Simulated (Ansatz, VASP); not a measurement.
## Two plane-wave programs on Si2Ni

```
Ni Si
1.0
     0.00000    2.66647    2.66647
     2.66647    0.00000    2.66647
     2.66647    2.66647    0.00000
Ni Si
1 2
Direct
  0.00000 0.00000 0.00000
  0.75000 0.75000 0.75000
  0.25000 0.25000 0.25000
```

Change from the starting cell: volume scaled by 0.96.

Alike in both runs: task single point; functional PBEsol; k mesh 9 × 9 × 9; occupations fermi-dirac, width 0.05 eV; collinear spin, ferromagnetic start.

```csv
,VASP,Ansatz
version,VASP 6.6.1,Ansatz 0.2.0
potentials or method,"VASP PAW PBE potentials, release 64 (Ni, Si)",Ansatz PAW
plane-wave cutoff (eV),520,420
valence electrons in the cell,18,26
```

Ansatz gave:

* gap on the k mesh at the Fermi level (eV): none
* pressure (GPa): 5.8
* net moment per atom (μB): 0.00

**Question.** Estimate VASP's values.

**Answer.** gap on the k mesh at the Fermi level (eV): none; pressure (GPa): 5.9; net moment per atom (μB): 0.00.

A gap of «none» marks a metal or a gap that the smearing closes. The two sets of potentials don't hold the same shells in valence.

Caveats: the PAW data sets were made with another functional, which shifts forces and pressure a little (VASP); the PAW data sets come from PBE, with cores solved anew for the run's functional, which leaves a small shift of forces and pressure (Ansatz); the starting moments weren't kept (Ansatz).
